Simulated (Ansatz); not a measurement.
# PbS: stiffness from a series of strains

```yaml
crystal:
  lattice:
    - [0.00000, 2.96500, 2.96500]
    - [2.96500, 0.00000, 2.96500]
    - [2.96500, 2.96500, 0.00000]
  atoms:
    - { symbol: Pb, position: [0.00000, 0.00000, 0.00000] }
    - { symbol: S, position: [0.50000, 0.50000, 0.50000] }
```

Atoms are numbered in the order listed.

The cell is COD entry 9000001, as deposited and not checked against the literature; nothing was relaxed.

Spin–orbit coupling is left out, though it moves levels of the heavy atoms by tenths of an eV or more.

Computed with Ansatz 0.2.0, DFT, PBE, all-electron LAPW, scalar-relativistic.

Sampling and basis: a Γ-centred 8×8×8 k mesh, Fermi–Dirac smearing of 0.01 eV, basis error target 0.5 meV/atom, no spin polarisation.

The strain is applied along the Cartesian axes of the cell as listed (the other components stay zero). Fractional coordinates are held (clamped ions).

σ is the change of stress from the unstrained cell, which is at 2.29 GPa; tension is positive, so slopes are stress–strain coefficients at that pressure.

Only quantities that a quadratic follows smoothly over the whole series are listed; rougher ones are left out.

```
εxx = εyy  σzz (GPa)  σxx (GPa)
  -0.0300      -1.16      -6.15
  -0.0200      -0.77      -3.84
  -0.0100      -0.38      -1.80
   0.0000       0.00       0.00
   0.0100       0.37       1.58
   0.0300       1.10       4.17
```

Task: Fit the series and read off the stiffness at zero strain.

Result: Least-squares fits y = p0 + p1 x + p2 x² to the rows give σzz (GPa): p1 = 37.7, p2 = -32; σxx (GPa): p1 = 171, p2 = -1100. So 2 C12 = 38 GPa and C11 + C12 = 171 GPa.

Task: One run, at εxx = εyy = 0.0200, is withheld. Predict its row.

Result: The fits give 0.74, 2.99; the run gave 0.74, 2.96.
